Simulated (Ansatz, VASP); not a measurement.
**AlN in VASP and in Ansatz**

INCAR

```
PREC = Accurate
ENCUT = 520
EDIFF = 1E-7
ISMEAR = 0
SIGMA = 0.01
LREAL = False
LASPH = True
NELM = 100
ALGO = Normal
ISIF = 2
LWAVE = False
LCHARG = True
GGA = RE
LELF = True
LVHAR = True
NBANDS = 16
```

File KPOINTS:

```
regular mesh
0
Gamma
  6 6 4
```

File POSCAR:

```
AlN
1.0
    3.1130000000      0.0000000000      0.0000000000
   -1.5565000000      2.6959370800      0.0000000000
    0.0000000000      0.0000000000      4.9810000000
Al N
2 2
Direct
    0.3333333340      0.6666666679      0.0000000000
    0.6666666660      0.3333333321      0.5000000000
    0.3333333340      0.6666666679      0.3800000000
    0.6666666660      0.3333333321      0.8800000000
```

Input for Ansatz:

```yaml
crystal:
  lattice:
    - [3.113, 0.0, 0.0]
    - [-1.5565, 2.69593708, 0.0]
    - [0.0, 0.0, 4.981]
  atoms:
    - { symbol: Al, position: [0.3333333339515476, 0.6666666679030951, 0.0] }
    - { symbol: Al, position: [0.6666666660484525, 0.33333333209690486, 0.5] }
    - { symbol: "N", position: [0.3333333339515476, 0.6666666679030951, 0.38] }
    - { symbol: "N", position: [0.6666666660484525, 0.33333333209690486, 0.88] }
kpoints:
  mp_grid:
    grid: [6, 6, 4]
    shift: [0.0, 0.0, 0.0]
hamiltonian:
  xc: revpbe
scf:
  occupations:
    method: fixed
output:
  stress: true
  eigenvalues: true
```

Alike in both runs: task single point; functional revPBE; k mesh 6 × 6 × 4; no spin polarisation.

|  | VASP | Ansatz |
| --- | --- | --- |
| version | VASP 6.6.1 | Ansatz 0.2.0 |
| potentials or method | VASP PAW PBE potentials, release 64 (Al, N) | plane waves, PAW |
| plane-wave cutoff (eV) | 520 | 420 |
| occupations | gaussian, width 0.01 eV | fixed |
| valence electrons in the cell | 16 | 16 |

```csv
,VASP,Ansatz,Ansatz less VASP
gap on the k mesh at the Fermi level (eV),4.26,4.24,-0.022
pressure (GPa),5.9,6.5,+0.58
largest component of the traceless stress (GPa),1.01,0.97,-0.039
```

Caveats: the PAW data sets were made with another functional, which shifts forces and pressure a little (VASP). A hybrid or GW would open this gap; revPBE tends to underestimate it.
